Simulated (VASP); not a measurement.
# Hf (P6_3/mmc) in VASP: settings compared, part 3 of 3

VASP 6.6.1.

## 4. Relaxation of cell and atoms, LDA

The input, INCAR:

```
SYSTEM = Hf
PREC = Accurate ; ENCUT = 600
EDIFF = 1E-6 ; ISMEAR = 1
SIGMA = 0.1 ; LREAL = .FALSE.
LASPH = .TRUE. ; NELM = 80
ALGO = Normal ; ISIF = 3
LWAVE = .FALSE. ; LCHARG = .FALSE.
GGA = CA ; IBRION = 2
NSW = 90 ; EDIFFG = -0.01
KPAR = 2
```

The input, KPOINTS:

```
regular mesh
0
G
  15 15 7
  0 0 0
```

The input, POSCAR:

```
Hf
1.0
    3.1967000000      0.0000000000      0.0000000000
   -1.5983500000      2.7684234083      0.0000000000
    0.0000000000      0.0000000000      5.0578000000
Hf
2
Direct
    0.3333333333      0.6666666667      0.2500000000
    0.6666666667      0.3333333333      0.7500000000
```

Potentials or basis: VASP PAW LDA potentials, release 64 (Hf_pv).

Started as:

```bash
$ cat potpaw_LDA.64/Hf_pv/POTCAR > POTCAR
$ mpirun -np 2 vasp_std > vasp.out
```

OUTCAR:

```text
SYSTEM = Hf
   PREC = Accurate
   ENCUT = 600
   EDIFF = 1E-6
   ISMEAR = 1
   LREAL = .FALSE.
   LASPH = .TRUE.
   NELM = 80
   ISIF = 3
   GGA = CA
   IBRION = 2
   NSW = 90
   EDIFFG = -0.01

 ion  position               nearest neighbor table
   1  0.333  0.667  0.250-   2 3.13   2 3.13   2 3.13   2 3.13   2 3.13   2 3.13
   2  0.667  0.333  0.750-   1 3.13   1 3.13   1 3.13   1 3.13   1 3.13   1 3.13

  LATTYP: Found a hexagonal cell.
 ALAT       =     3.1967000000
 C/A-ratio  =     1.5821941377

  Lattice vectors:

 A1 = (   3.1967000000,   0.0000000000,   0.0000000000)
 A2 = (  -1.5983500000,   2.7684234083,   0.0000000000)
 A3 = (   0.0000000000,   0.0000000000,   5.0578000000)

Analysis of symmetry for initial positions (statically):
=====================================================================
 Subroutine PRICEL returns:
 Original cell was already a primitive cell.

 Routine SETGRP: Setting up the symmetry group for a
 hexagonal supercell.

 Subroutine GETGRP returns: Found 24 space group operations
 (whereof 12 operations were pure point group operations)
 out of a pool of 24 trial point group operations.

The static configuration has the point symmetry D_3d.
 The point group associated with its full space group is D_6h.

Analysis of symmetry for dynamics (positions and initial velocities):
=====================================================================
 Subroutine PRICEL returns:
 Original cell was already a primitive cell.

 Routine SETGRP: Setting up the symmetry group for a
 hexagonal supercell.

 Subroutine GETGRP returns: Found 24 space group operations
 (whereof 12 operations were pure point group operations)
 out of a pool of 24 trial point group operations.

The dynamic configuration has the point symmetry D_3d.
 The point group associated with its full space group is D_6h.

 Subroutine INISYM returns: Found 24 space group operations
 (whereof 12 operations are pure point group operations),
[... 141 lines left out ...]
  ---------------------------------------------------
  ext. energy  EPLUGINS =         0.00000000
  ---------------------------------------------------
  free energy    TOTEN  =       -21.31301585 eV

  energy without entropy =      -21.31348605  energy(sigma->0) =      -21.31317258

------------------------ aborting loop because EDIFF is reached ----------------------------------------

  FORCE on cell =-STRESS in cart. coord.  units (eV):
  Direction    XX          YY          ZZ          XY          YZ          ZX
  --------------------------------------------------------------------------------------
  -------------------------------------------------------------------------------------
  Total       -2.1299909     -2.1299909     -2.1985318     -0.0000000      0.0000000      0.0000000
  in kB      -76.2416482    -76.2416482    -78.6950262     -0.0000000      0.0000000      0.0000000
  external PRESSURE =     -77.0594409 kB  Pullay stress =       0.0000000 kB
[... 239 lines left out ...]
--------------------------------------- Ionic step        8  -------------------------------------------

 number of electron      19.9999999 magnetization

 Free energy of the ion-electron system (eV)
  ---------------------------------------------------
  ext. energy  EPLUGINS =         0.00000000
  ---------------------------------------------------
  free energy    TOTEN  =       -21.39145313 eV

  energy without entropy =      -21.39106567  energy(sigma->0) =      -21.39132398

 E-fermi :   5.3172     XC(G=0): -11.8000

 val. band max:        5.3094404745   @ k =   0.0000   0.0000   0.4286
 cond. band min:       5.3209422528   @ k =   0.0667   0.0667   0.4286
 fundamental gap:      0.0115017783
 Fermi energy:         5.3172216783

 k-point     1 :       0.0000    0.0000    0.0000
  band No.  band energies     occupation
      1     -25.6025      2.00000
      2     -24.6452      2.00000
      3     -24.6452      2.00000
      4     -24.4853      2.00000
      5     -24.4834      2.00000
      6     -24.4834      2.00000
      7      -2.2449      2.00000
      8       1.3701      2.00000
      9       6.3665     -0.00000
     10       6.4327     -0.00000
     11       6.4327     -0.00000
     12       6.7144     -0.00000
     13       7.3213      0.00000
     14       7.3213      0.00000
[... 377 lines left out ...]
      1     -25.3167      2.00000
      2     -25.1312      2.00000
      3     -25.0532      2.00000
      4     -25.0070      2.00000
      5     -24.8288      2.00000
      6     -24.7687      2.00000
      7       2.7142      2.00000
      8       2.8875      2.00000
      9       3.1869      2.00000
     10       4.2167      2.00000
     11       5.6393     -0.00005
     12       5.9983     -0.00000
     13       7.2637     -0.00000
     14      10.6807      0.00000

 [... further k-points ...]

------------------------ aborting loop because EDIFF is reached ----------------------------------------

  FORCE on cell =-STRESS in cart. coord.  units (eV):
  Direction    XX          YY          ZZ          XY          YZ          ZX
  --------------------------------------------------------------------------------------
  -------------------------------------------------------------------------------------
  Total        0.0003106      0.0003106     -0.0021391      0.0000000      0.0000000      0.0000000
  in kB        0.0119481      0.0119481     -0.0822730      0.0000000      0.0000000      0.0000000
  external PRESSURE =      -0.0194589 kB  Pullay stress =       0.0000000 kB
[... 17 lines left out ...]
  FREE ENERGIE OF THE ION-ELECTRON SYSTEM (eV)
  ---------------------------------------------------
  free  energy   TOTEN  =       -21.3914531294 eV

  energy  without entropy=      -21.3910656698  energy(sigma->0) =      -21.39132398

 reached required accuracy - stopping structural energy minimisation
```

OSZICAR:

```text
N       E                     dE             d eps       ncg     rms          rms(c)
DAV:   1     0.500215063151E+02    0.50022E+02   -0.12562E+04  3040   0.151E+03
DAV:   2    -0.198750801244E+02   -0.69897E+02   -0.68666E+02  3738   0.287E+02
DAV:   3    -0.220799585399E+02   -0.22049E+01   -0.21485E+01  4064   0.319E+01
DAV:   4    -0.221009245999E+02   -0.20966E-01   -0.20954E-01  3570   0.380E+00
[... 59 lines left out ...]
DAV:   1    -0.213915857177E+02   -0.15314E-03   -0.69203E-03  3036   0.699E-01    0.116E-01
DAV:   2    -0.213914879102E+02    0.97807E-04   -0.15855E-04  3858   0.102E-01    0.396E-02
DAV:   3    -0.213914597102E+02    0.28200E-04   -0.31979E-05  3820   0.413E-02    0.285E-02
DAV:   4    -0.213914534047E+02    0.63056E-05   -0.12400E-05  4024   0.261E-02    0.171E-02
DAV:   5    -0.213914531294E+02    0.27523E-06   -0.86340E-07  1814   0.739E-03
   8 F= -.21391453E+02 E0= -.21391324E+02  d E =-.207201E-04
```

CONTCAR:

```text
Hf
   1.00000000000000
     3.1191430855962938    0.0000000000000000   -0.0000000000000000
    -1.5595715427981469    2.7012571501856342    0.0000000000000000
     0.0000000000000000    0.0000000000000000    4.9439653642300003
  Hf
     2
Direct
     0.3333333332999970    0.6666666667000030    0.2500000000000000
     0.6666666667000030    0.3333333332999970    0.7500000000000000

  0.00000000E+00  0.00000000E+00  0.00000000E+00
  0.00000000E+00  0.00000000E+00  0.00000000E+00
```

It took 60 s on 2 MPI ranks of Intel Xeon 6975P-C (Granite Rapids), shared host; peak memory 0.21 GiB.

Results:

| Quantity | Value |
| --- | --- |
| Free energy | -21.3915 eV |
| Relaxed volume | 20.83 Å³/atom |
| Relaxed cell | a = 3.119 Å, b = 3.119 Å, c = 4.944 Å, α = 90.00°, β = 90.00°, γ = 120.00° |
| Space group after relaxing (to 0.05 Å) | P6_3/mmc (No. 194) |
| Energy gained by relaxing | 39.2 meV/atom |
| Ionic steps | 8 |
| Pressure after relaxing | 0.0 GPa |
| Band gap on the k mesh | none (metal or under the smearing width) |

The path:
| step | energy change (eV) | largest force (eV/Å) | pressure (GPa) | volume (Å³) |
| --- | --- | --- | --- | --- |
| 1 | 0.0000 | 0.0000 | -7.71 | 44.76 |
| 2 | 0.0507 | 0.0000 | 12.55 | 38.14 |
| 3 | -0.0783 | 0.0000 | -0.19 | 41.73 |
| 4 | -0.0784 | 0.0000 | -0.02 | 41.67 |
| 5 | -0.0783 | 0.0000 | 0.16 | 41.61 |
| 6 | -0.0784 | 0.0000 | -0.16 | 41.72 |
| 7 | -0.0784 | 0.0000 | -0.08 | 41.68 |
| 8 | -0.0784 | 0.0000 | 0.00 | 41.66 |

Final structure:
```
CELL_PARAMETERS angstrom
3.11914 0.00000 0.00000
-1.55957 2.70126 0.00000
0.00000 0.00000 4.94397
ATOMIC_POSITIONS crystal
Hf 0.33333 0.66667 0.25000
Hf 0.66667 0.33333 0.75000
```

The run has no spin-orbit coupling, so splittings on Hf are missing. Zero-point motion and thermal expansion aren't in these numbers.

## 5. Relaxation of cell and atoms, LDA

This run uses another cell than the first one, of 20.83 Å³/atom, 0.931 times its volume.

The input, INCAR:

```
SYSTEM = Hf
PREC = Accurate ; ENCUT = 600
EDIFF = 1E-7 ; ISMEAR = 1
SIGMA = 0.1 ; LREAL = .FALSE.
LASPH = .TRUE. ; NELM = 80
ALGO = Normal ; ISIF = 3
LWAVE = .FALSE. ; LCHARG = .FALSE.
GGA = CA ; IBRION = 2
NSW = 90 ; EDIFFG = -0.005
KPAR = 2
```

KPOINTS is that of step 4.

The input, POSCAR:

```
Hf                                      
1.0
    3.1191430856      0.0000000000     -0.0000000000
   -1.5595715428      2.7012571502      0.0000000000
    0.0000000000      0.0000000000      4.9439653642
  Hf            
     2
Direct
     0.3333333332999970    0.6666666667000030    0.2500000000000000
     0.6666666667000030    0.3333333332999970    0.7500000000000000
```

Started as:

```bash
$ cat potpaw_LDA.64/Hf_pv/POTCAR > POTCAR
$ mpirun -np 2 vasp_std > vasp.out
```

It took 13 s on 2 MPI ranks of Intel Xeon 6975P-C (Granite Rapids), shared host; peak memory 0.19 GiB.

Results (log left out):

- Free energy: -21.3911 eV
- Pressure after relaxing: 0.0 GPa
- Band gap on the k mesh: none (metal or under the smearing width)

Final structure:
```yaml
crystal:
  lattice:
    - [3.11914, 0.00000, 0.00000]
    - [-1.55957, 2.70126, 0.00000]
    - [0.00000, 0.00000, 4.94397]
  atoms:
    - { symbol: Hf, position: [0.33333, 0.66667, 0.25000] }
    - { symbol: Hf, position: [0.66667, 0.33333, 0.75000] }
```

Levels at points of the mesh, in eV from the Fermi level:
| k point | band 8 | band 9 | band 10 | band 11 | band 12 | band 13 |
| --- | --- | --- | --- | --- | --- | --- |
| (0.00, 0.00, 0.00) | -3.95 | 1.05 | 1.12 | 1.12 | 1.40 | 2.00 |

Caveat: the relaxation stopped at its first step, so nothing moved. The run has no spin-orbit coupling, so splittings on Hf are missing.
